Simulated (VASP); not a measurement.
**Sb2Pt (Geversite) under changes of volume**

One of the cells (22.496 Å³/atom); the others are scaled copies at fixed shape and fractional positions:

```
Pt Sb
1.0
     6.46296    0.00000    0.00000
     0.00000    6.46296    0.00000
     0.00000    0.00000    6.46296
Pt Sb
4 8
Direct
  0.00000 0.50000 0.50000
  0.50000 0.50000 0.00000
  0.50000 0.00000 0.50000
  0.00000 0.00000 0.00000
  0.37438 0.12562 0.87438
  0.12562 0.87438 0.37438
  0.87438 0.37438 0.12562
  0.62562 0.62562 0.62562
  0.62562 0.87438 0.12562
  0.87438 0.12562 0.62562
  0.12562 0.62562 0.87438
  0.37438 0.37438 0.37438
```

```yaml
Program: VASP 6.6.1
Functional: PBEsol
Potentials_or_basis: VASP PAW PBE potentials, release 64 (Pt, Sb)
Cutoff: 520 eV
k_mesh: 4 × 4 × 4
Occupations: fermi-dirac, width 0.05 eV
Spin: no spin polarisation
```

```csv
volume (Å³/atom),energy over the lowest point (meV/atom),pressure (GPa),largest force (eV/Å)
21.597,?,?,?
22.046,3.59,2.5,0.024
22.496,0.00,0.0,0.003
22.946,3.15,-2.3,0.014
23.396,12.35,-4.3,0.031
```

Problem. What does the run at 21.597 Å³/atom give?

Solution. Energy over the lowest point 14.73 meV/atom; pressure 5.4 GPa; largest force 0.043 eV/Å.

Worked out: A Birch-Murnaghan fit of order 2 (a polynomial in V^(-2/3)) to the other rows has its minimum at 22.50 Å³/atom with B0 = V·E''(V) = 119 GPa at fixed shape and positions, which overstates the stiffness. It gives 14.56 meV/atom at 21.597 Å³/atom, against the run's 14.73, and -dE/dV = 5.3 GPa, against 5.4.

Energies are extrapolated to zero smearing.

Caveats: the PAW data sets were made with another functional, which shifts forces and pressure a little.
